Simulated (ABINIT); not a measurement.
A run of ABINIT 10.8.3 (patched build) is set up as follows.

The input run.abi:

```
# Datasets: one volume each
ndtset 7
getwfk -1
scalecart1 3*0.9795861087
scalecart2 3*0.9864848297
scalecart3 3*0.9932883884
scalecart4 3*1.0000000000
scalecart5 3*1.0066227096
scalecart6 3*1.0131594038
scalecart7 3*1.0196128224

# Pseudopotentials
pp_dirpath "./"
pseudos "Ba.LDA_PW-JTH.xml, S.LDA_PW-JTH.xml"

# Structure
acell 3*1.0 Angstrom
rprim
     0.0000000000     3.1937500000     3.1937500000
     3.1937500000     0.0000000000     3.1937500000
     3.1937500000     3.1937500000     0.0000000000
ntypat 2
znucl 56 16
natom 2
typat 1 2
xred
     0.0000000000     0.0000000000     0.0000000000
     0.5000000000     0.5000000000     0.5000000000

# Plane-wave basis
ecut 15.0
pawecutdg 30.0

# k points
kptopt 1
ngkpt 7 7 7
nshiftk 1
shiftk 0.0 0.0 0.0

# Exchange and correlation
ixc 7

# Bands and occupations
nband 12
occopt 3
tsmear 0.05 eV

# SCF cycle
nstep 100
tolvrs 1.0e-9

# Output
iomode 3
prtwf 1
prtden 0
prteig 0
prtebands 0
enunit 1
```

Potentials or basis: JTH PAW LDA v2.0.

The run is started by

```sh
$ abinit run.abi > log 2>&1
```

**Question.** Estimate the bulk modulus.

**Answer.** 51 GPa (rough).

**Question.** What does it give for the equilibrium volume?

**Answer.** 31.20 Å³/atom (rough: see the caveat).

Energy against volume, from the lowest point:
```
volume (Å³/atom)  energy (meV/atom)
          30.622               1.72
          31.273               0.00
          31.925               2.54
          32.576               8.89
          33.228              18.62
          33.879              31.41
          34.531              46.86
```

Caveat: the cutoff is too short for stress, so the log's stress isn't used; pressures at fixed basis lie under the slope of the energies; this set's barium file shifts pressures by 1.5 GPa and gaps by 0.1 eV against other sets; the fit is rough or its minimum lies at the end of the range. Spin-orbit coupling is left out, which matters for the levels of Ba.
